Copper with Wigner correlation: how large, and how stiff?

Six density functionals have been applied to the same copper crystal, and the result for a seventh, labelled Wigner, is still covered. It combines local exchange, which depends only on the electron density at each point, with a simple formula for correlation. Can its volume and stiffness be worked out from the other rows and from what the formula does to the electrons?

FLEUR MaX-R8.1 (later development tree), all-electron FLAPW density-functional calculations of fcc Cu without spin polarisation, spin-orbit coupling or dispersion correction. The k mesh is 13 × 13 × 13, with Fermi-Dirac smearing of 0.05 eV. All columns come from equation-of-state fits; the volume change is relative to the given cell of 11.81 Å³/atom.

```
functional  equilibrium volume (Å³/atom)  equilibrium volume change (% of the given cell)  bulk modulus (GPa)  bulk modulus slope
       PBE                        11.899                                            0.750              144.70               5.330
    PBEsol                        11.305                                           -4.280              169.90               5.240
    revPBE                        12.204                                            3.330              127.60               6.050
    r2SCAN                        11.430                                           -3.220              162.50               5.290
        WC                        11.358                                           -3.830              168.60               5.230
    Wigner                             ?                                                ?                   ?                   ?
    Xalpha                        11.455                                           -3.010              163.80               5.240
```

The equilibrium volume is where the energy is lowest. The bulk modulus is the resistance to uniform compression there, and its slope tells how fast that resistance grows with pressure.

Four of the functionals, PBEsol, WC, PBE and revPBE, differ mainly in their gradient correction to exchange. In that order the cell grows, and PBEsol lies 0.59 Å³ per atom below PBE. Theory gives the reason: a gradient correction lowers the energy where the density varies strongly, and pulling atoms apart creates more such regions. PBEsol and WC weaken this reward and revPBE strengthens it, so a functional with a stronger correction should give a larger cell.

Xalpha has neither a gradient correction nor correlation. The first omission tends to shrink the crystal and the second to expand it, so its volume near those of WC and r2SCAN is no proof of accuracy. It is, however, a natural starting point for Wigner, which adds correlation to the same kind of exchange. I assume that both use the usual exchange factor of 2/3, which the outputs for Xalpha do not state.

Correlation shrinks a metal because electrons gain more from it where they are dense. When atoms approach, charge moves from thin outer tails into the denser region between them. The number of electrons stays the same, so what counts is the difference in correlation potential between the two places. Wigner's potential changes only gently with density, and it should therefore pull the atoms together less than the standard local-density form (LDA) does.

To put a number on this, let r be the radius in bohr of a sphere holding one electron on average. Wigner's correlation potential in hartree is

v(r) = −0.44/(r + 7.8) − 0.44 r/[3(r + 7.8)²]

I take r = 3 for the tails and r = 2 for the region between the atoms; this is a choice, not a reading of the computed density. The potential is then −0.0445 and −0.0480 hartree, a gain of about 0.0034. The standard form gains about 0.0084, so Wigner should deliver about 0.41 of the usual contraction.

The full contraction needs an LDA volume, which the table lacks. I use a rough recalled value, 7.5% below the given cell, or 10.92 Å³ per atom. The estimate is then

V = 11.455 − 0.41 × (11.455 − 10.92) ≈ 11.24 Å³ per atom

Denser or thinner pairs of regions move it between 11.17 and 11.32.

For the stiffness I use the known rows directly. A smaller cell is generally stiffer, because its electron shells overlap more, though r2SCAN and Xalpha are slightly out of order. A straight line through the six known rows loses 46 GPa for each added Å³ per atom and gives 173 GPa at the forecast volume. PBE and revPBE were run with a lower plane-wave cutoff, but a line through the other four rows gives nearly the same forecast. The slope of 6.05 for revPBE stands out, but it rests on a fit to only five energies, which are noisier than those of the high-cutoff rows, so I give it no physical meaning.

One could instead compress Xalpha's own crystal to the new volume, which gives 181 GPa. That recipe makes PBEsol too stiff by 6 GPa and PBE too soft by 10 GPa. A likely reason is that a change of functional does not act like a constant outside pressure: the added attraction weakens as the atoms separate, and this lowers the stiffness. I therefore keep the straight line.

The forecasts for Wigner, with ranges set by judgement, are these:

Volume: 11.24 ± 0.12 Å³ per atom, below Xalpha and above standard LDA. It is more likely than not the smallest in the table, though PBEsol lies within the range.
Bulk modulus: 173 ± 6 GPa, probably the stiffest.
Bulk modulus slope: 5.25 ± 0.15, an ordinary value with no trend claimed. The noise of a lower cutoff could spoil it.

The withheld rows as computed:

```
functional  equilibrium volume (Å³/atom)  equilibrium volume change (% of the given cell)  bulk modulus (GPa)  bulk modulus slope
    Wigner                        11.196                                           -5.210              186.50               5.840
```

The volume forecast holds. The computed cell is 0.04 Å³ per atom smaller than predicted, well inside the range, and it is the smallest in the table. This agrees with the picture of a weakened correlation pull. It does not prove it, because the estimate also rests on the recalled LDA volume and on the chosen densities.

The stiffness forecast fails. Wigner is indeed the stiffest row, but at 186.5 GPa it exceeds the forecast by 13 GPa, more than twice the allowed error. The small error in volume explains little of this, since the line read at the computed volume still gives only 175 GPa. The compressed Xalpha crystal comes closer, but it had already failed for PBEsol and PBE.

The slope fails too, at 5.84 instead of 5.25. The energies behind the fits help to sort out the two misses. Wigner and Xalpha were run at the same five volumes, so subtracting the Xalpha energy from the Wigner energy leaves what correlation adds, apart from an error, expected to be small, due to the lower cutoff of the Wigner run. The difference is about −42 eV per atom, roughly what Wigner's formula should give for copper's 29 electrons, which supports the assumption that both runs use the same exchange. Between the two smallest volumes this difference rises by 0.0059 eV per atom, or 0.025 eV per Å³, which is a pressure of 4.0 GPa. Between the two largest it still rises by 0.022 eV per Å³, so it is almost a straight line in volume. Correlation therefore squeezes the Xalpha crystal much as an outside pressure would, and the Xalpha row tells what such a pressure does:

volume: 11.455 × (1 + 5.24 × 4.0/163.8)^(−1/5.24) ≈ 11.2 Å³ per atom
bulk modulus: 163.8 + 5.24 × 4.0 ≈ 185 GPa

The pull weakens a little as the atoms separate, which should take a few GPa off the second number. Even so, much of the unexpected stiffness is probably physical, and rejecting the compressed Xalpha crystal was the mistake. The straight line probably misled because its rows differ largely in gradient corrections. For the same tilt, these appear to change the curvature of the energy more than Wigner correlation does. The PBEsol energies less those of Xalpha, for instance, rise by 0.014 eV per Å³ between the two smallest volumes but by only 0.011 between the two largest. That pull loses about a quarter of its strength, Wigner's only about an eighth.

The high slope has a more ordinary likely cause. The Wigner run used the lower cutoff, and its energies miss the fitted curve by over a hundred times more than those of Xalpha. Only one of its five volumes lies below the minimum, so small errors there can raise both the slope and, to a lesser degree, the bulk modulus. The revPBE row, with the same cutoff and number of volumes, has a similarly high slope.

Wigner copper is therefore expected to be stiffer than the line allows, though perhaps by less than the fitted value suggests. A new run with several volumes on both sides of 11.2 Å³ per atom, at the higher cutoff, would show by how much. Until then the volume deserves the most confidence and the slope the least.

The analysis program printed:

```
revPBE less PBE volume (A^3/atom): 0.305
PBEsol less PBE volume (A^3/atom): -0.594
Recalled standard-LDA volume, rough (A^3/atom): 10.92
Wigner over standard potential difference, radii 2 to 3 bohr: 0.4096
Same ratio, radii 1 to 2 bohr: 0.2631
Same ratio, radii 3 to 4 bohr: 0.536
Forecast Wigner volume, range plus or minus 0.12 (A^3/atom): 11.24
Volume if the ratio of radii 1 to 2 is used (A^3/atom): 11.32
Volume if the ratio of radii 3 to 4 is used (A^3/atom): 11.17
Computed Wigner volume (A^3/atom): 11.2
Volume miss, forecast less computed (A^3/atom): 0.04177
fit of bulk_modulus on 6 rows: constant 691.2 +/- 22, coefficient of vin -46.09 +/- 1.9; rms 1.27, worst r2SCAN 1.91, leave-one-out rms 2.27
  rows outside the fit (model, value, miss): Wigner 173.3, 186.5, -13.2
fit of bulk_modulus on 4 rows (hicut > 0): constant 730.2 +/- 144, coefficient of vin -49.53 +/- 13; rms 1.06, worst r2SCAN 1.57, leave-one-out rms 1.97
  rows outside the fit (model, value, miss): PBE 140.8, 144.7, -3.86; revPBE 125.7, 127.6, -1.87; Wigner 173.6, 186.5, -12.9
All-row line read at the computed Wigner volume (GPa): 175.2
Squeezed Xalpha curve less computed, PBEsol (GPa): 5.613
Squeezed Xalpha curve less computed, PBE (GPa): -10.49
Squeezed Xalpha curve at the forecast Wigner volume (GPa): 181.1
Forecast slope, mean of high-cutoff rows, range plus or minus 0.15: 5.25
Computed Wigner bulk modulus slope: 5.84
```
